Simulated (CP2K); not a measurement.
BaTiO3 (Barioperovskite):

```
CELL_PARAMETERS angstrom
3.98550 0.00000 0.00000
0.00000 4.01782 0.00000
0.00000 0.01167 4.01780
ATOMIC_POSITIONS crystal
Ba 0.00000 0.00000 0.00000
Ti 0.50000 0.51240 0.51240
O 0.50000 0.99184 0.50524
O 0.50000 0.50524 0.99184
O 0.00000 0.48740 0.48740
```

Base run:

```yaml
Program: CP2K 2026.2
Functional: r2SCAN
Potentials_or_basis: POTENTIAL_UZH Ba GTH-SCAN-q10, Ti GTH-SCAN-q12, O GTH-SCAN-q6; TZVP-MOLOPT-SCAN-GTH basis
Density_cutoff: 11565 eV
k_mesh: 7 × 7 × 7
Occupations: fermi-dirac, width 0.1 eV
Spin: no spin polarisation
```

Its results: band gap on the k mesh 2.44 eV, indirect (least direct gap 3.16 eV); pressure 1.5 GPa; largest force 0.338 eV/Å.

Task: The run is repeated on the same cell with these changes: occupations from fermi-dirac, width 0.1 eV to fermi-dirac, width 0.0259 eV; ngrids from 4 to 5. What comes out?

Result: Band gap on the k mesh 2.25 eV, indirect (least direct gap 2.40 eV); pressure 1.5 GPa; largest force 0.338 eV/Å.

Caveats: spin-orbit coupling is left out, which moves the levels of the heavy elements; the basis of atomic orbitals isn't converged, which shifts pressures, moduli and gaps; the mesh misses the band edges, which the band path finds closer together (some runs).

Not every run made on this cell is shown here.
